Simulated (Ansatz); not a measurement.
Co:

```xyz
4
Lattice="2.4706 0.0000 0.0000 -1.2353 2.1396 0.0000 0.0000 0.0000 8.0882" Properties=species:S:1:pos:R:3 pbc="T T T"
Co    1.2353    0.7132    6.0662
Co    0.0000    0.0000    4.0441
Co    0.0000    1.4264    2.0221
Co    0.0000    0.0000    0.0000
```

- Program: Ansatz 0.2.0
- Task: relaxation of cell and atoms
- Functional: PBEsol
- Potentials or basis: Ansatz PAW
- Cutoff: 420 eV (not typed: the program's choice for these potentials)
- k mesh: 12 × 12 × 4
- Occupations: fermi-dirac, width 0.05 eV
- Spin: collinear spin, ferromagnetic start
- Starting moments: [2.0, 2.0, 2.0, 2.0] μB

At the start: volume 10.69 Å³/atom.

Q: How do energy, volume and symmetry change on relaxing?

A: It ends after 7 steps and the volume is 10.42 Å³/atom (-2.5 %); space group P6_3/mmc (No. 194, to 0.05 Å); moment 6.48 μB per cell.

The path:
```
step  energy change (eV)  largest force (eV/Å)  volume (Å³)
   1              0.0000                0.0000        42.75
   2             -0.0193                0.0000        42.18
   3             -0.0257                0.0000        41.64
   4             -0.0257                0.0000        41.67
   5             -0.0245                0.0000        41.67
   6             -0.0246                0.0000        41.66
   7             -0.0245                0.0000        41.66
```

Final structure:
```cif
data_structure
_symmetry_space_group_name_H-M 'P 1'
_symmetry_Int_Tables_number 1
_cell_length_a 2.4597
_cell_length_b 2.4597
_cell_length_c 7.9519
_cell_angle_alpha 90.000
_cell_angle_beta 90.000
_cell_angle_gamma 120.000
_cell_volume 41.66
loop_
_atom_site_label
_atom_site_type_symbol
_atom_site_fract_x
_atom_site_fract_y
_atom_site_fract_z
_atom_site_occupancy
Co1 Co 0.66667 0.33333 0.75000 1
Co2 Co 0.00000 0.00000 0.50000 1
Co3 Co 0.33333 0.66667 0.25000 1
Co4 Co 0.00000 0.00000 0.00000 1
```

Caveat: the plane-wave basis is chosen anew once the cell has moved, so the energies of steps on either side of that aren't comparable; the PAW data sets come from PBE, with cores solved anew for the run's functional, which leaves a small shift of forces and pressure.
